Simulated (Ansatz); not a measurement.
Moving the functional in CuAl2

The cell as given:

```cif
data_structure
_symmetry_space_group_name_H-M 'I4/mcm'
_symmetry_Int_Tables_number 140
_cell_length_a 6.0670
_cell_length_b 6.0670
_cell_length_c 4.8770
_cell_angle_alpha 90.000
_cell_angle_beta 90.000
_cell_angle_gamma 90.000
_cell_volume 179.52
loop_
_atom_site_label
_atom_site_type_symbol
_atom_site_symmetry_multiplicity
_atom_site_Wyckoff_symbol
_atom_site_fract_x
_atom_site_fract_y
_atom_site_fract_z
_atom_site_occupancy
Cu1 Cu 4 a 0.00000 0.00000 0.75000 1
Al1 Al 8 h 0.15810 0.34190 0.50000 1
```

Kept alike: task relaxation of cell and atoms; k mesh 7 × 7 × 7; occupations fermi-dirac, width 0.05 eV; no spin polarisation. Program: Ansatz, Ansatz PAW. Cutoffs run from 420 to 500 eV. The mesh is that of the run's cell of 6 atoms. No spin-orbit coupling.

```csv
functional,volume (Å³/atom)
LDA,14.048
PBE,14.921
PBEsol,14.462
r2SCAN,14.414
```

The relaxations keep at least the cell's symmetry (I4/mcm). For a metal such a mesh leaves the last digits unconverged. Relaxations stop with a little pressure left, so the last digits of a volume or edge aren't settled. All rows use potentials made for PBE.

The volume runs from 14.048 (LDA) to 14.921 Å³/atom (PBE). From PBE: LDA -0.873; PBEsol -0.459; r2SCAN -0.507.
